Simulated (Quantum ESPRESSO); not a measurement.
GaN under changes of volume

One of the cells (11.444 Å³/atom); the others are scaled copies at fixed shape and fractional positions:

```
Ga N
1.0
     0.00000    2.25350    2.25350
     2.25350    0.00000    2.25350
     2.25350    2.25350    0.00000
Ga N
1 1
Direct
  0.00000 0.00000 0.00000
  0.25000 0.25000 0.25000
```

The cell is a database's computed one.

- Program: Quantum ESPRESSO 7.5
- Functional: revPBE
- Dispersion: D3
- Potentials or basis: PseudoDojo 0.4.1 SR PBE standard
- Cutoff: 1143 eV
- Density cutoff: 4572 eV
- k mesh: 10 × 10 × 10
- Occupations: fermi-dirac, width 0.05 eV
- Spin: no spin polarisation

```csv
volume (Å³/atom),energy over the lowest point (meV/atom),pressure (GPa),gap on the mesh (eV)
10.757,35.78,15.4,2.24
10.986,17.38,10.4,2.11
11.215,?,?,?
11.444,0.16,1.9,1.84
11.673,0.00,-1.7,1.71
11.902,4.68,-4.9,1.59
12.131,13.69,-7.7,1.47
```

Task: What does the run at 11.215 Å³/atom give?

Result: Energy over the lowest point 5.74 meV/atom; pressure 5.9 GPa; gap on the mesh 1.97 eV.

Worked out: A Birch-Murnaghan fit of order 3 (a polynomial in V^(-2/3)) to the other rows has its minimum at 11.57 Å³/atom with B0 = V·E''(V) = 180 GPa and B' = 4.6. It gives 5.74 meV/atom at 11.215 Å³/atom, against the run's 5.74, and -dE/dV = 5.9 GPa, against 5.9. A straight line through the other rows of the gap, of slope -6.44 eV per unit of ln V (its deformation potential), gives 1.97 eV, against the run's 1.97.

Energies are extrapolated to zero smearing.

Caveats: the potentials were made for another functional, which shifts forces and pressure.

Spin-orbit coupling on Ga is left out.
